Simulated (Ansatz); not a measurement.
# How settings move the G0W0 gap of LiF (CsCl type)

LiF built on the CsCl prototype, relaxed with r2SCAN; one-shot G0W0 in Ansatz without spin-orbit coupling. These are computed values for a spin-unpolarised cell that may be hypothetical; none is a measurement.

```xyz
2
Lattice="2.5163 0.0000 0.0000 0.0000 2.5163 0.0000 0.0000 0.0000 2.5163" Properties=species:S:1:pos:R:3 pbc="T T T"
Li    0.0000    0.0000    0.0000
F     1.2581    1.2581    1.2581
```

Gaps are read over the mesh points alone. G0W0 here is at a finite number of bands, screening cutoff and k mesh, not at the basis limit.
```csv
start,potentials,frequency model,mesh,empty bands,screening cutoff (eV),Kohn-Sham gap (eV),G0W0 gap (eV),rough cost
PBE,PAW,contour deformation,6×6×6,25,80,7.94,11.64,9 core-seconds
PBE,PAW,contour deformation,6×6×6,59,140,7.94,11.74,19 core-seconds
PBE,PAW,contour deformation,6×6×6,110,210,7.94,11.93,60 core-seconds
HSE06,PAW,contour deformation,6×6×6,59,140,10.17,12.72,50 core-seconds
LDA,PAW,contour deformation,6×6×6,59,140,7.74,11.74,19 core-seconds
r2SCAN,PAW,contour deformation,6×6×6,59,140,8.91,12.25,26 core-seconds
PBE,PAW,Godby-Needs pole,6×6×6,59,140,7.94,11.75,22 core-seconds
PBE,PAW,contour deformation,8×8×8,25,80,7.94,11.63,30 core-seconds
PBE,norm-conserving,contour deformation,6×6×6,59,140,7.91,11.72,50 core-seconds
```

The quasiparticle gap on this mesh is 11.93 eV (M to Γ), against 7.94 eV from PBE: +3.99 eV. Renormalisation factors Z lie between 0.80 and 0.89.

Raising bands and cutoff together moves the gap by +0.10 eV (80 to 140 eV), then +0.19 eV (140 to 210 eV); the last step is still large, so the basis limit isn't reached. Starting from HSE06 (10.17 eV against PBE's 7.94 eV) gives 12.72 eV, +0.98 eV from G0W0@PBE at the same screening cutoff. Starting from LDA (7.74 eV against PBE's 7.94 eV) gives 11.74 eV, 0.00 eV from G0W0@PBE at the same screening cutoff. Starting from r2SCAN (8.91 eV against PBE's 7.94 eV) gives 12.25 eV, +0.51 eV from G0W0@PBE at the same screening cutoff. The Godby-Needs plasmon pole differs from contour deformation by +0.01 eV. An 8×8×8 mesh in place of 6×6×6 changes the opening over PBE by -0.01 eV (the gap on the mesh by -0.01 eV). Norm-conserving potentials (wave cutoff 1320 eV against 420 eV) shift the quasiparticle gap by -0.02 eV and the PBE gap by -0.03 eV. r2SCAN runs take a wave cutoff of 500 eV.
